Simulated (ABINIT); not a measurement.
A run of ABINIT 10.8.3 (patched build):

run.abi

```
# Datasets: ground state, then fixed potential
ndtset 2

# Pseudopotentials
pp_dirpath "./"
pseudos "Si.upf, C.upf"

# Structure
acell 3*1.0 Angstrom
rprim
     3.0760000000     0.0000000000     0.0000000000
    -1.5380000000     2.6638941420     0.0000000000
     0.0000000000     0.0000000000     5.0480000000
ntypat 2
znucl 14 6
natom 4
typat 1 1 2 2
xred
     0.6666666667     0.3333333333     0.5000000000
     0.3333333333     0.6666666667     0.0000000000
     0.6666666667     0.3333333333     0.8850000000
     0.3333333333     0.6666666667     0.3850000000

# Plane-wave basis
ecut 41.0

# Exchange and correlation
ixc 11

# Bands and occupations
occopt 3
tsmear 0.05 eV

# SCF cycle
nstep 100

# Output
iomode 3
prtwf 0
prteig 0
prtebands 0
prtden1 1
prtvha1 1
prtvclmb1 1
prtpot1 1
prtelf1 1

# Dataset 1
kptopt1 1
ngkpt1 10 10 5
nshiftk1 1
shiftk1 0.0 0.0 0.0
nband1 12
tolvrs1 1.0e-10

# Dataset 2: bands along G-M-K-G-A-L-H-A
iscf2 -2
getden2 1
nband2 16
nbdbuf2 2
tolwfr2 1.0e-12
kptopt2 -7
ndivsm2 5
prteig2 1
prtvol2 -3
kptbounds2
     0.0000000000     0.0000000000     0.0000000000
     0.5000000000     0.0000000000     0.0000000000
     0.3333333333     0.3333333333     0.0000000000
     0.0000000000     0.0000000000     0.0000000000
     0.0000000000     0.0000000000     0.5000000000
     0.5000000000     0.0000000000     0.5000000000
     0.3333333333     0.3333333333     0.5000000000
     0.0000000000     0.0000000000     0.5000000000
```

Potentials or basis: Ansatz NC PBE.

The run is started by

```bash
$ abinit run.abi > log 2>&1
```

Hardware: 1 thread of Arm Neoverse V2 (shared host).

Problem. Estimate the wall time of this run.

Solution. It took 97 s on 1 thread of Arm Neoverse V2, on a shared host, peak memory 0.12 GiB. Counts: scf iterations 10, k points 42, bands 12, plane waves 3562.
